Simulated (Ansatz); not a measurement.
TiAl$_{2}$: computed properties

These are results of Ansatz, DFT PBEsol, scalar-relativistic, plane waves, PAW, not measurements.

Settings: cutoff 420 eV, Γ-centred mesh 10×10×10 on the computed 6-atom cell, Gaussian smearing of 0.10 eV; no spin polarisation.

The structure is relaxed at this level of theory with its symmetry kept. Whether it is the stable form of this composition wasn't checked.

The structure is orthorhombic, space group Cmmm (No. 65). Conventional cell: a = 3.901 Å, b = 12.053 Å, c = 3.972 Å, α = 90.00°, β = 90.00°, γ = 90.00°. Around Ti (site symmetry m2m) lie 10 Al at 2.71 to 2.86 Å and 2 Ti at 2.99 Å. Al (site symmetry mmm) has 4 Ti at 2.71 Å and 8 Al at 2.78 to 2.88 Å as nearest neighbours. Al (site symmetry m2m) has 6 Al at 2.69 to 2.88 Å and 6 Ti at 2.79 to 2.86 Å as nearest neighbours. Al (site symmetry mmm) has 4 Ti at 2.74 Å and 8 Al at 2.78 to 2.85 Å as nearest neighbours.

| Property | Result |
| --- | --- |
| Volume per atom | 15.56 Å³ |
| Formation energy from the elements' standard states (uncorrected) | -0.434 eV/atom |
| Kohn–Sham band gap | none (metal) |
| Density of states at the Fermi level | 2.44 states/eV per cell |
| Löwdin character within 0.5 eV of the Fermi level | Ti 3d 70 %, Al 3p 20 % |
| Bulk modulus | 115 GPa |
| Its pressure derivative | 4.0 |
| Bader charges (e) | Ti (2 in the cell) 0.69, Al (1 in the cell) -0.31, Al (2 in the cell) -0.35, Al (1 in the cell) -0.37 |